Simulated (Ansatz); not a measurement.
# Ir: the cost of one run

Program: Ansatz 0.2.0. Level of theory: DFT PBEsol, scalar-relativistic, plane waves, PAW. These are calculated values, not measurements.

The COD entry's cell or inner coordinates are ideal or old and differ from later refinements, so a difference from it is no clean test against experiment.

1 further run of the same task is left out (set aside as unsound or not needed).

## Step 1: The structure to begin with

It takes space group Fm-3m (No. 225, cubic). Conventional cell: a = 3.830 Å, b = 3.830 Å, c = 3.830 Å, α = 90.00°, β = 90.00°, γ = 90.00°. Ir (site symmetry m-3m) has 12 Ir at 2.71 Å in its first shell of neighbours.

Coordinates:

```cif
data_structure
_symmetry_space_group_name_H-M 'P 1'
_symmetry_Int_Tables_number 1
_cell_length_a 2.7084
_cell_length_b 2.7084
_cell_length_c 2.7084
_cell_angle_alpha 60.000
_cell_angle_beta 60.000
_cell_angle_gamma 60.000
_cell_volume 14.05
loop_
_atom_site_label
_atom_site_type_symbol
_atom_site_fract_x
_atom_site_fract_y
_atom_site_fract_z
_atom_site_occupancy
Ir1 Ir 0.00000 0.00000 0.00000 1
```

This cell was relaxed beforehand with the same method: volume 14.05 Å³/atom, gap on the mesh none (metal).

## Step 2: A bulk reference on a matched mesh

The same crystal, re-cut so that c stands normal to the (411) plane; its mesh matches that of the cells to come, so errors of the mesh cancel.

Contents of input.yaml:

```yaml
crystal:
  lattice:
    - [2.7084020135, 0.0, 0.0]
    - [0.0, 11.4907765796, 0.0]
    - [0.0, 0.0, 8.1252060405]
  atoms:
    - { symbol: Ir, position: [0.0, 0.0, 0.0] }
    - { symbol: Ir, position: [1.0, 0.5555555556, 0.2222222222] }
    - { symbol: Ir, position: [0.0, 0.1111111111, 0.4444444444] }
    - { symbol: Ir, position: [1.0, 0.6666666667, 0.6666666667] }
    - { symbol: Ir, position: [0.0, 0.2222222222, 0.8888888889] }
    - { symbol: Ir, position: [0.0, 0.7777777778, 0.1111111111] }
    - { symbol: Ir, position: [1.0, 0.3333333333, 0.3333333333] }
    - { symbol: Ir, position: [0.0, 0.8888888889, 0.5555555556] }
    - { symbol: Ir, position: [1.0, 0.4444444444, 0.7777777778] }
    - { symbol: Ir, position: [0.5, 0.3888888889, 0.0555555556] }
    - { symbol: Ir, position: [0.5, 0.9444444444, 0.2777777778] }
    - { symbol: Ir, position: [0.5, 0.5, 0.5] }
    - { symbol: Ir, position: [0.5, 0.0555555556, 0.7222222222] }
    - { symbol: Ir, position: [0.5, 0.6111111111, 0.9444444444] }
    - { symbol: Ir, position: [0.5, 0.1666666667, 0.1666666667] }
    - { symbol: Ir, position: [0.5, 0.7222222222, 0.3888888889] }
    - { symbol: Ir, position: [0.5, 0.2777777778, 0.6111111111] }
    - { symbol: Ir, position: [0.5, 0.8333333333, 0.8333333333] }
basis:
  ecutwfc: 420
kpoints:
  mp_grid: { grid: [12, 4, 4] }
hamiltonian:
  xc: pbesol
scf:
  occupations: { method: gaussian, width: 0.1 }
output:
  forces: true
  stress: true
  eigenvalues: true
```

Run with:

```sh
$ ansatz run input.yaml --threads 4 --pin off --max-ram 11264MiB --backend cpu --events-out ev --progress --plain --runs-dir out
```

**Question.** How long does this run take on 4 threads of Intel Xeon 6975P-C (Granite Rapids), shared host, and how much memory does it need?

About 20 s, with a peak of 2.6 GiB.
